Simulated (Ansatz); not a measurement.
# CdS: pressure against volume, fitted

```
CELL_PARAMETERS angstrom
0.00000 2.94295 2.94295
2.94295 0.00000 2.94295
2.94295 2.94295 0.00000
ATOMIC_POSITIONS crystal
Cd 0.00000 0.00000 0.00000
S 0.75000 0.75000 0.75000
```

Atoms are numbered in the order listed.

Structure from Materials Project entry mp-2469 (possibly hypothetical), not relaxed further.

Computed with Ansatz 0.2.0, DFT, PBEsol, all-electron LAPW, scalar-relativistic.

Settings: a Γ-centred 7×7×7 k mesh, Fermi–Dirac smearing of 0.02 eV, basis error target 0.5 meV/atom, no spin polarisation.

The cell is scaled evenly. Fractional coordinates are held (clamped ions).

```tsv
V (Å³/atom)	P (GPa)
23.960	2.03
24.469	0.61
24.979	-0.65
25.234	-1.23
25.489	-1.78
25.744	-2.29
25.999	-2.78
26.508	-3.67
```

Fit a third-order Birch–Murnaghan curve to the pressures.

P = (3B0/2)(y^(7/2) − y^(5/2))[1 + (3/4)(B0′ − 4)(y − 1)] with y = (V0/V)^(2/3) fits within 0.01 GPa for V0 = 24.709 Å³/atom, B0 = 61.4 GPa and B0′ = 4.63.

Predict the pressure at the withheld volume, 27.018 Å³/atom.

There y = 0.9422, so the fit gives -4.46 GPa; the run gave -4.47 GPa.
